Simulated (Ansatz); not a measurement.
# C41O: the cost of one run

Computed with Ansatz 0.2.0 (DFT PBE+D3(BJ), scalar-relativistic, plane waves, PAW, unless a step's input says otherwise).

10 further runs of the same task are left out: 10 set aside as unsound or not needed.

## Step 1: The structure to begin with

The structure is trigonal, space group R-3m (No. 166). The conventional cell has a = 2.465 Å, b = 2.465 Å, c = 10.075 Å, α = 90.00°, β = 90.00°, γ = 120.00°. Around C (site symmetry 3m) lie 3 C at 1.42 Å.

Coordinates:

```xyz
2
Lattice="1.2325 0.7116 3.3582 -1.2325 0.7116 3.3582 0.0000 -1.4231 3.3582" Properties=species:S:1:pos:R:3 pbc="T T T"
C     0.0000    0.0000    1.6785
C     0.0000    0.0000    8.3962
```

This cell was relaxed beforehand with the same method: volume 8.84 Å³/atom, gap on the mesh 0.65 eV.

## Step 2: The grid

Atoms count from 1 in the order of the input.

CO (O end down) is moved over the surface cell at a fixed height above a rigid substrate; the origin of the map has the adsorbate above C33; the height is held at 3.60 Å.

The axes are (1) position of O41 along the first surface vector, from above C33: 4 values from 0.00 to 0.75, periodic; (2) position of O41 along the second surface vector, from above C33: 4 values from 0.00 to 0.75, periodic.

Nothing else is relaxed. Points are written as (first, second).

The two vectors of the plane (Å): (3.647, 0.000, 0.000); (-1.666, 3.931, 0.000).

## Step 3: Grid point (0/4, 0/4) of the map's two axes

A dipole layer in the vacuum cancels the field that periodic copies would set up if the slab's two faces differ.

File input.yaml:

```yaml
crystal:
  lattice:
    - [7.2946484529, 0.0, 0.0]
    - [-3.3317658888, 7.8620301908, 0.0]
    - [0.0, 0.0, 23.5809581753]
  atoms:
    - { symbol: C, position: [0.250089967, 0.1666966556, 0.1696283913] }
    - { symbol: C, position: [0.250089967, 0.6666966556, 0.1696283913] }
    - { symbol: C, position: [0.750089967, 0.1666966556, 0.1696283913] }
    - { symbol: C, position: [0.750089967, 0.6666966556, 0.1696283913] }
    - { symbol: C, position: [0.2499100331, 0.3333033443, 0.1696283913] }
    - { symbol: C, position: [0.2499100331, 0.8333033443, 0.1696283913] }
    - { symbol: C, position: [0.7499100331, 0.3333033443, 0.1696283913] }
    - { symbol: C, position: [0.7499100331, 0.8333033444, 0.1696283913] }
    - { symbol: C, position: [0.250089967, 0.4166966556, 0.2218942371] }
    - { symbol: C, position: [0.250089967, 0.9166966556, 0.2218942371] }
    - { symbol: C, position: [0.750089967, 0.4166966556, 0.2218942371] }
    - { symbol: C, position: [0.750089967, 0.9166966556, 0.2218942371] }
    - { symbol: C, position: [0.249910033, 0.0833033444, 0.2218942371] }
    - { symbol: C, position: [0.2499100331, 0.5833033443, 0.2218942371] }
    - { symbol: C, position: [0.7499100331, 0.0833033444, 0.2218942371] }
    - { symbol: C, position: [0.749910033, 0.5833033443, 0.2218942371] }
    - { symbol: C, position: [0.2500106171, 0.1676584831, 0.2741412246] }
    - { symbol: C, position: [0.2500106171, 0.6676584831, 0.2741412246] }
    - { symbol: C, position: [0.7500106171, 0.1676584831, 0.2741412246] }
    - { symbol: C, position: [0.7500106171, 0.6676584831, 0.2741412246] }
    - { symbol: C, position: [0.2499893829, 0.3323415169, 0.2741412246] }
    - { symbol: C, position: [0.2499893829, 0.8323415169, 0.2741412246] }
    - { symbol: C, position: [0.7499893829, 0.3323415169, 0.2741412246] }
    - { symbol: C, position: [0.7499893829, 0.8323415169, 0.2741412246] }
    - { symbol: C, position: [0.250064313, 0.4183240206, 0.326619241] }
    - { symbol: C, position: [0.250064313, 0.9183240206, 0.326619241] }
    - { symbol: C, position: [0.750064313, 0.4183240206, 0.326619241] }
    - { symbol: C, position: [0.750064313, 0.9183240206, 0.326619241] }
    - { symbol: C, position: [0.249935687, 0.0816759794, 0.326619241] }
    - { symbol: C, position: [0.249935687, 0.5816759794, 0.326619241] }
    - { symbol: C, position: [0.749935687, 0.0816759794, 0.326619241] }
    - { symbol: C, position: [0.749935687, 0.5816759794, 0.326619241] }
    - { symbol: C, position: [0.2498811856, 0.177216764, 0.3744953072] }
    - { symbol: C, position: [0.2498811856, 0.677216764, 0.3744953072] }
    - { symbol: C, position: [0.7498811856, 0.177216764, 0.3744953072] }
    - { symbol: C, position: [0.7498811856, 0.677216764, 0.3744953072] }
    - { symbol: C, position: [0.2501188144, 0.322783236, 0.3744953072] }
    - { symbol: C, position: [0.2501188144, 0.822783236, 0.3744953072] }
    - { symbol: C, position: [0.7501188144, 0.322783236, 0.3744953072] }
    - { symbol: C, position: [0.7501188144, 0.822783236, 0.3744953072] }
    - { symbol: O, position: [0.2498811856, 0.177216764, 0.5271608593] }
    - { symbol: C, position: [0.2498811856, 0.177216764, 0.5759290218] }
basis:
  ecutwfc: 420
kpoints:
  mp_grid: { grid: [4, 4, 1] }
hamiltonian:
  xc: pbe
  pseudopotentials: { kind: paw, azcp: { folder: soft_1 } }
  dispersion: d3bj
scf:
  occupations: { method: gaussian, width: 0.05 }
output:
  forces: true
  eigenvalues: true
  write_density: true
  write_potential: true
  elf: true
  volumetric_format: npy
efield:
  axis: 3
  dipole_correction: true
  ramp_width: 0.04
```

The run is started by

```sh
ansatz run input.yaml --threads 4 --pin off --max-ram 12288MiB --backend cpu --events-out ev --progress --plain --runs-dir out
```

**Question.** How long does this run take on 4 threads of Intel Xeon Platinum 8259CL at 2.50GHz (Skylake/Cascade Lake), shared host, and how much memory does it need?

About 62 s, with a peak of 3.8 GiB.
